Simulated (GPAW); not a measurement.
Runs of GPAW 26.7.0 on CdSe. The structure is cubic, space group F-43m (No. 216). The conventional cell has a = 6.141 Å, b = 6.141 Å, c = 6.141 Å, α = 90.00°, β = 90.00°, γ = 90.00°. Around Cd (site symmetry -43m) lie 4 Se at 2.66 Å. Se (site symmetry -43m) is surrounded by 4 Cd at 2.66 Å. Measurements of this composition are mostly on another form, of space group No. 186.

```csv
task,level,potentials or basis,cell,k mesh,cutoff (eV),smearing,optimizer,fmax,max steps,target pressure,convergence,mesh quality,gap on the mesh (eV),pressure (GPa)
relaxation of cell and atoms,PBEsol,"PAW data sets generated in the run's folder for this functional, pw",relaxed to 5 GPa,8 × 8 × 8,600,fermi-dirac 0.05 eV,BFGS,0.02 eV/Å,60,5 GPa,density=1e-05 forces=0.0001,not flagged,(a),4.9
electron localisation function,RPBE,"the program's PAW data sets (release 1.2.1) made for this functional, pw",as given,5 × 5 × 5,510,fermi-dirac 0.01 eV,-,-,-,-,-,coarse,(c),2.8
relaxation of cell and atoms,PBEsol,"PAW data sets generated in the run's folder for this functional, pw",relaxed to 20 GPa,8 × 8 × 8,600,fermi-dirac 0.05 eV,BFGS,0.02 eV/Å,60,20 GPa,density=1e-05 forces=0.0001,not flagged,(b),20.0
relaxation of cell and atoms,PBEsol,"PAW data sets generated in the run's folder for this functional, pw",relaxed to 10 GPa,8 × 8 × 8,600,fermi-dirac 0.05 eV,BFGS,0.02 eV/Å,60,10 GPa,density=1e-05 forces=0.0001,not flagged,0.74,10.0
relaxation of cell and atoms,PBEsol,"PAW data sets generated in the run's folder for this functional, pw",relaxed,8 × 8 × 8,600,fermi-dirac 0.05 eV,BFGS,0.02 eV/Å,60,-,density=1e-05 forces=0.0001,not flagged,0.49,0.1
relaxation of cell and atoms,PBEsol,"PAW data sets generated in the run's folder for this functional, pw",relaxed to 30 GPa,8 × 8 × 8,600,fermi-dirac 0.05 eV,BFGS,0.02 eV/Å,60,30 GPa,density=1e-05 forces=0.0001,not flagged,0.97,29.9
relaxation of cell and atoms,PBEsol,"PAW data sets generated in the run's folder for this functional, pw",relaxed to 2 GPa,8 × 8 × 8,600,fermi-dirac 0.05 eV,BFGS,0.02 eV/Å,60,2 GPa,density=1e-05 forces=0.0001,not flagged,0.55,2.0
```

Alike in all rows: no spin polarisation.

Problem. Fill in the values left out.

Solution. (a) 0.63; (b) 0.88; (c) 0.72.

Caveats: later steps reuse the first step's grids (some runs); the cutoff is short for stress and forces, so pressures can be off by a GPa or more (some runs).

A k mesh can miss the band edges, and the runs leave out spin-orbit coupling on Cd, Se.
